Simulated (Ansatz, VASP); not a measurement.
## One calculation of TiO2, two programs

```
Ti O
1.0
     6.15358   -1.88347    0.00000
     6.15358    1.88347    0.00000
    -1.92833    0.00000    6.32897
Ti O
4 8
Direct
  0.90007 0.90007 0.28960
  0.19529 0.19529 0.28376
  0.09993 0.09993 0.71040
  0.80471 0.80471 0.71624
  0.36193 0.36193 0.29340
  0.26349 0.26349 0.65250
  0.86719 0.86719 0.99529
  0.73651 0.73651 0.34750
  0.94165 0.94165 0.63002
  0.13281 0.13281 0.00471
  0.63807 0.63807 0.70660
  0.05835 0.05835 0.36998
```

The cell comes from a database or a generator and needn't be the stable form of this composition.

Alike in both runs: task single point; functional PBE; k mesh 8 × 8 × 4; occupations gaussian, width 0.012 eV; no spin polarisation.

```csv
,VASP,Ansatz
version,VASP 6.6.1,Ansatz 0.2.0
potentials or method,"VASP PAW PBE potentials, release 64 (Ti_sv, O)",Ansatz PAW
plane-wave cutoff (eV),520,420
valence electrons in the cell,96,96
```

Ansatz gave:

| Quantity | Value |
| --- | --- |
| gap on the k mesh at the Fermi level (eV) | 2.75 |
| least direct gap on the mesh (eV) | 2.92 |
| pressure (GPa) | -1.2 |
| largest component of the traceless stress (GPa) | 0.10 |
| rms of the force components (eV/Å) | 0.053 |

**Question.** Which values does VASP return?

**Answer.** gap on the k mesh at the Fermi level (eV): 2.73; least direct gap on the mesh (eV): 2.90; pressure (GPa): -0.6; largest component of the traceless stress (GPa): 0.03; rms of the force components (eV/Å): 0.032.

Atom by atom the forces differ by 0.024 eV/Å (rms over components). With one functional, cell and mesh, what is left measures potentials, basis and numerics.

Caveats: the pressure holds a Pulay correction of +0.6 GPa for the finite cutoff (Ansatz). A k mesh can miss the band edges. PBE gaps usually lie below the measured ones, often by a third to a half.
